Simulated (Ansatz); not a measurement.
**Be2C: the cell at several levels of theory**

The task here is to estimate one member of a computed series from the others.

The runs shown are made with Ansatz 0.2.0. PAW datasets, plane waves, zero pressure. No spin polarisation and no zero-point or thermal motion.

### The system as given

It is cubic, Fm-3m (No. 225); conventional cell a = 4.325 Å, 6.74 Å³ an atom. Be has 4 C at 1.87 Å; C has 8 Be at 1.87 Å.

Coordinates:

```
Be C
1.0
     0.00000    2.16226    2.16226
     2.16226    0.00000    2.16226
     2.16226    2.16226    0.00000
Be C
2 1
Direct
  0.75000 0.75000 0.75000
  0.25000 0.25000 0.25000
  0.00000 0.00000 0.00000
```

The first run:

Contents of input.yaml:

```yaml
crystal:
  lattice:
    - [0.0, 2.1622559729, 2.1622559729]
    - [2.1622559729, 0.0, 2.1622559729]
    - [2.1622559729, 2.1622559729, 0.0]
  atoms:
    - { symbol: Be, position: [0.75, 0.75, 0.75] }
    - { symbol: Be, position: [0.25, 0.25, 0.25] }
    - { symbol: C, position: [0.0, 0.0, 0.0] }
kpoints:
  mp_grid: { grid: [10, 10, 10] }
hamiltonian:
  xc: pbe
scf:
  occupations: { method: fermi_dirac, width: 0.02 }
relax:
  f_tol: 0.005
  cell: {}
```

Launch:

```
$ ansatz run input.yaml --threads 2 --pin off --max-ram 29491MiB --backend cpu --events-out ev --progress --plain --runs-dir out
```

Steps of the session up to this table: Relaxing with PBE; r2SCAN: cell and atoms; Relaxing with PBEsol; LDA: cell and atoms; Relaxation with HSE06.

One table of the session follows, with a row left open; its other results are not shown here.

It belongs to the step «The cells side by side». 

```
 level  a (Å)  volume (Å³/atom)
   PBE      ?                 ?
r2SCAN  4.321             6.723
PBEsol  4.311             6.675
   LDA  4.268             6.480
 HSE06  4.306             6.653
```

Estimate the missing values for PBE.

**Answer.** a (Å): 4.328; volume (Å³/atom): 6.758. In the column «a (Å)» it is the highest.

The first relaxation changed the volume by +0.3 % from the start. The volume runs from LDA (least) to PBE (most), a spread of 4.3 %, or 1.4 % in length if all axes shared it alike. The meshes differ: PBE 10×10×10, r2SCAN 10×10×10, PBEsol 10×10×10, LDA 10×10×10, HSE06 6×6×6.
